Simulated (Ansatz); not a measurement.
# In (I4/mmm): elastic constants by finite strains

Level of theory: r²SCAN, PAW on Ansatz 0.2.0's default frozen-core files (fitted under PBE), scalar-relativistic.

Cell and atoms were relaxed beforehand by PAW with this functional.

Command:

```sh
ansatz run input.yaml --threads 1 --pin off --max-ram 2560MiB --backend cpu --events-out ev --progress --plain --runs-dir out
```

input.yaml:

```yaml
crystal:
  lattice:
    - [-1.62317004785, 1.62317004785, 2.49220237607]
    - [1.62317004785, -1.62317004785, 2.49220237607]
    - [1.62317004785, 1.62317004785, -2.49220237607]
  atoms:
    - { symbol: In, position: [0.0, 0.0, 0.0] }
kpoints:
  mp_grid: { grid: [24, 24, 24] }
scf:
  occupations: { method: fermi_dirac, width: 0.05 }
hamiltonian:
  xc: r2scan
  pseudopotentials: { kind: paw }
elastic:
  mode: relaxed_ion
  stencil: two_point
  amplitude: 0.005
```

Output:

```
Warning: RAYON_NUM_THREADS=1 ignored (pool sized by the plan → 1); use --threads N
Engine: ansatz 0.2.0, x86_64-unknown-linux-gnu
Pseudopotentials: kind: paw
Pseudopotential: In, paw, valence charge 13, recommended cutoff 500 eV (meta_gga), In.paw.azcp
Functional definition: r2SCAN
  parameter k0 = 0.174
  parameter k1 = 0.065
  parameter a1 = 4.9479
  exchange = r2scan_x(k0 = k0, k1 = k1, a1 = a1)
  correlation = r2scan_c
Crystal: 1 atoms, lattice volume = 26.265 Å³
Basis set: ecut = 500 eV, 641 PW (Γ), exchange–correlation on 100×100×100 points (64 copies of the dense FFT grid, shifted against one another)
Bands: 11, of which v1, the nominal top of the filled ones, is band 7 counted from 1 (6 counted from 0)
Symmetry: 16 space group operations
Space group: I4/mmm (ITA 139), of the structure as read, at distance tolerance 3.0e-5 Å
k-points: 1063 of 13824
Non-local potential: In, projectors of the file, l = 0: 2, l = 1: 2, l = 2: 2, l = 3: 2
PAW form: soft (Blöchl's): semilocal exchange-correlation on the pseudo side does not see the compensation charge
PAW frozen core: In, regenerated for the run's functional (the file was generated under x = pbe(κ = 0.804, μ = 0.2195149727645171), c = pbe(β = 0.06672455060314922))
PAW one-centre angular grid: In, 590 points (default); XC on 289 of its mesh's 2783 points in the sphere
Initial density: superposition of atomic densities (neutral atoms: chi_scale 0, normalization atom), corrected by the library's trained network
Initial wavefunctions: pseudopotential atomic-orbital guess
Functional: x = r2scan, c = r2scan; τ floored in thin density (d = 2e-4 eV/Å³)
SCF iter   1: F=—  HF=-5611.817779 eV  |F-HF|=—  |Δ(HF+E_count)|=         —  Δρ=7.96e-3  dr2=8.69e-3  dr2_τ=1.26e-3  ethr=1.77e-3  ⟨swp⟩=5.7  Hψ=73143  notcnv=0
preconditioner: auto → none  [metal: Δε(μ)=0.017 eV  Ē_g=20.775 eV  σ=0.050 eV  W_gap=0.08  n_scr=8 (ndim 8)  ℏωp=26.1 eV  f_vac=0.000  D(μ)=0.33/eV (n_scr^D=0)  sad-step TF]
SCF iter   2: F=—  HF=-5611.821665 eV  |F-HF|=—  |Δ(HF+E_count)|=   3.89e-3  Δρ=3.57e-3  dr2=1.75e-3  dr2_τ=7.92e-5  ethr=6.69e-5  ⟨swp⟩=3.0  Hψ=31358  notcnv=0  defer=370
SCF iter   3: F=—  HF=-5611.821654 eV  |F-HF|=—  |Δ(HF+E_count)|=   1.03e-5  Δρ=4.44e-4  dr2=2.78e-5  dr2_τ=1.16e-6  ethr=1.35e-5  ⟨swp⟩=3.0  Hψ=22561  notcnv=0  defer=370
SCF iter   4: F=—  HF=-5611.821674 eV  |F-HF|=—  |Δ(HF+E_count)|=   1.97e-5  Δρ=4.36e-5  dr2=4.39e-7  dr2_τ=6.99e-8  ethr=2.14e-7  ⟨swp⟩=2.0  Hψ=12923  notcnv=0  defer=370
SCF iter   5: F=—  HF=-5611.821675 eV  |F-HF|=—  |Δ(HF+E_count)|=   5.39e-7  Δρ=1.98e-5  dr2=6.17e-8  dr2_τ=3.67e-9  ethr=3.38e-9  ⟨swp⟩=2.7  Hψ=18112  notcnv=0  defer=370
SCF iter   6: F=—  HF=-5611.821675 eV  |F-HF|=—  |Δ(HF+E_count)|=   9.14e-8  Δρ=3.29e-6  dr2=3.35e-9  dr2_τ=5.02e-11  ethr=4.75e-10  ⟨swp⟩=2.0  Hψ=18022  notcnv=0  defer=370
SCF iter   7: F=—  HF=-5611.821675 eV  |F-HF|=—  |Δ(HF+E_count)|=   4.52e-9  Δρ=5.03e-7  dr2=3.77e-11  dr2_τ=1.58e-12  ethr=2.58e-11  ⟨swp⟩=2.5  Hψ=17928  notcnv=0  defer=370
SCF iter   8: F=—  HF=-5611.821675 eV  |F-HF|=—  |Δ(HF+E_count)|=  2.36e-11  Δρ=7.83e-8  dr2=1.95e-12  dr2_τ=5.04e-14  ethr=2.90e-13 (applied; sched 1.00e-12)  ⟨swp⟩=2.9  Hψ=18347  notcnv=0  defer=370
[... 104 lines left out ...]
SCF iter   7: F=-5611.821635 eV  HF=-5611.821635 eV  |F-HF|=4.55e-12  |Δ(HF+E_count)|=  4.55e-12  Δρ=6.09e-9  dr2=1.13e-14  dr2_τ=1.59e-16  ethr=1.00e-12  ⟨swp⟩=4.0  Hψ=58011  notcnv=0
SCF 10 converged in 7 iterations: F = -5611.821635 eV  dr2 = 1.13e-14
SCF converged after 2 iterations
Free energy (F): -5611.821675 eV
Harris-Foulkes:  -5611.821675 eV  (|F-HF|=5.46e-12)
Internal energy: -5611.818822 eV  (E = F + TS)
E sigma→0 (E₀):  -5611.820248 eV
Entropy (-TS):   -0.002853 eV (-2.853 meV/atom)
Fermi energy:    10.163556 eV
--- Per-component energies (eV) ---
  E_band       = -31.567641
  E_kinetic    = 241.228586
  E_local      = -1079.723612  (includes V_loc(G=0)·N_el)
  E_nonlocal   = 366.569480
  E_hartree    = 424.233309
  E_xc         = -201.511935
  E_vxc        = -107.627195  (∫ρ·V_xc dr)
  E_paw        = -4181.480215  (= ΣΔE_a)
  E_vpaw       = -308.131333  (= ΣTr[D̂ρ^β])
  E_aug_tail   = 0.000008  (compensation charges beyond the density's cutoff)
  E_vtau       = 7.649808  (kinetic-family band-sum trace: ∫τ·v_τ [+ j·A + Jᵃ·Aᵃ] dr)
  E_ewald      = -1182.099988
  E_core_change = 0.965546  (= ΣΔE_core)
  E_smearing   = -0.002853  (= −TS)
  E_closure    = 0.000000  (closes the sum)
  Σ components = -5611.821675   (vs F -5611.821675, Δ=0.00e0)
--- Forces (eV/Å), atoms counted from 1 ---
  atom   1  In    -0.00000000     0.00000000     0.00000000
  max |Σ_I F_I| component: 3.16e-30 eV/Å
--- Stress (GPa, compression-positive) ---
       -0.006940       0.000000       0.000000
        0.000000      -0.006940       0.000000
        0.000000       0.000000       0.010676
  P = ⅓ Tr σ = -0.0011 GPa (-0.011 kbar)
--- Elastic constants: 4 strain directions × 2 members + reference (group order 16) ---
  dense FFT box of the reference and of every strained cell: 25×25×25
  strains applied: 11, 33, 23, 12; error gains: componentwise 1.00 (the most a stress slope's error grows in a printed constant), spectral 1.41 (1 for all six strains in a standard setting)
  C = ∂σ_k/∂η_j (tension-positive GPa; Voigt order 11 22 33 23 13 12):
        66.011     28.886     33.858      0.000      0.000      0.000
        28.886     66.011     33.858      0.000      0.000      0.000
        33.813     33.813     55.873      0.000      0.000      0.000
         0.000      0.000      0.000     10.225      0.000      0.000
         0.000      0.000      0.000      0.000     10.225      0.000
         0.000      0.000     -0.000      0.000      0.000     19.200
  reference stress σ⁰ (GPa):      0.007      0.007     -0.011     -0.000     -0.000     -0.000
  C* (energy form; C + prestress term) asymmetry max|C*_kj − C*_jk| = 6.272e-2 GPa — a small one proves nothing (zero by symmetry where the batch's group is 432, −43m or m−3m); a large one is finite-difference/SCF noise where ...
  moduli (Voigt/Reuss/Hill, GPa): K = 42.33/42.25/42.29   G = 14.02/12.96/13.49   E = 36.58   ν = 0.356
  mechanically stable: yes (min eigenvalue of sym C = 10.23 GPa)
  strain η (Voigt 11):  stress-route row diagonal C_11 = 66.01 GPa, energy-path curvature d²(F+E_count+ΔE)/dδ²/Ω₀ = 66.13 GPa
         δ    σ_11 (GPa)             F (eV)   n_scf  n_hpsi   n_pw
    -5.000e-3      -0.3236       -5611.8215446       9  501301    680   relax 0 steps, max|allowed force component| 0.00e0 eV/Å
     5.000e-3       0.3365       -5611.8215337       8  454376    684   relax 0 steps, max|allowed force component| 0.00e0 eV/Å
  strain η (Voigt 33):  stress-route row diagonal C_33 = 55.87 GPa, energy-path curvature d²(F+E_count+ΔE)/dδ²/Ω₀ = 56.16 GPa
         δ    σ_33 (GPa)             F (eV)   n_scf  n_hpsi   n_pw
    -5.000e-3      -0.2961       -5611.8215492      10  285396    678   relax 0 steps, max|allowed force component| 0.00e0 eV/Å
     5.000e-3       0.2627       -5611.8215698       8  255222    689   relax 0 steps, max|allowed force component| 0.00e0 eV/Å
  strain η (Voigt 23):  stress-route row diagonal C_44 = 10.23 GPa, energy-path curvature d²(F+E_count+ΔE)/dδ²/Ω₀ = 10.36 GPa
         δ    σ_23 (GPa)             F (eV)   n_scf  n_hpsi   n_pw
    -5.000e-3      -0.0511       -5611.8216533       8  870041    683   relax 0 steps, max|allowed force component| 0.00e0 eV/Å
     5.000e-3       0.0511       -5611.8216533       6  765082    683   relax 0 steps, max|allowed force component| 0.00e0 eV/Å
  strain η (Voigt 12):  stress-route row diagonal C_66 = 19.20 GPa, energy-path curvature d²(F+E_count+ΔE)/dδ²/Ω₀ = 19.28 GPa
         δ    σ_12 (GPa)             F (eV)   n_scf  n_hpsi   n_pw
    -5.000e-3      -0.0960       -5611.8216351      10  518792    684   relax 0 steps, max|allowed force component| 0.00e0 eV/Å
     5.000e-3       0.0960       -5611.8216351       7  432232    684   relax 0 steps, max|allowed force component| 0.00e0 eV/Å
```

The calculation finished and met its thresholds.

### Elastic constants

Elastic constants of a crystal by Kohn-Sham DFT: slopes of the stress over finite engineering strains of the given cell, Voigt indices, Cartesian axes as in the input.

```
Pressure at rest         : -0.001 GPa
Least elastic eigenvalue : 10.23 GPa
Elastically stable       : yes
```

```
index  elastic (GPa)
   11          66.01
   12          28.89
   13          33.84
   33          55.87
   44          10.23
   66           19.2
```

**Strained cells**

Stress of each strained cell less that at rest, tension positive.

| strain component | strain | stress xx (GPa) | stress yy (GPa) | stress zz (GPa) | stress yz (GPa) | stress xz (GPa) | stress xy (GPa) | relaxation steps |
| --- | --- | --- | --- | --- | --- | --- | --- | --- |
| xx | -0.005 | -0.3305 | -0.1487 | -0.1778 | 0 | 0 | 0 | 0 |
| xx | 0.005 | 0.3296 | 0.1401 | 0.1603 | 0 | 0 | 0 | 0 |
| zz | -0.005 | -0.1714 | -0.1714 | -0.2854 | 0 | 0 | 0 | 0 |
| zz | 0.005 | 0.1671 | 0.1671 | 0.2734 | 0 | 0 | 0 | 0 |
| yz | -0.005 | -0.0022 | 0.0023 | -0.004 | -0.0511 | 0 | 0 | 0 |
| yz | 0.005 | -0.0022 | 0.0023 | -0.004 | 0.0511 | 0 | 0 | 0 |
| xy | -0.005 | 0 | 0 | -0.0027 | 0 | 0 | -0.096 | 0 |
| xy | 0.005 | 0 | 0 | -0.0027 | 0 | 0 | 0.096 | 0 |

### Elastic moduli

Hill averages of a grain aggregate, Debye temperature from the mean sound speed over directions.

* Bulk modulus: 42.29 GPa
* Shear modulus: 13.49 GPa
* Young modulus: 36.58 GPa
* Poisson ratio: 0.3559
* Bulk over shear modulus: 3.135
* Elastic anisotropy index: 0.4116
* Least young modulus: 30.03 GPa
* Largest young modulus: 44.85 GPa
* Longitudinal sound speed: 2882 m/s
* Transverse sound speed: 1363 m/s
* Elastic debye temperature: 152.5 K
* Linear compressibility (x, y, z): 7.315, 7.315, 9.038 1/TPa

Limits of these numbers: frozen-core PAW files fitted under PBE, their cores solved anew for the functional of the run; responses of metals move with mesh and smearing; elastic stability says nothing of phonons or of other phases.

Time and hardware: 7.4 min on 1 thread of Intel(R) Xeon(R) Platinum 8488C (Sapphire Rapids) (shared host), peak memory 1.7 GiB.
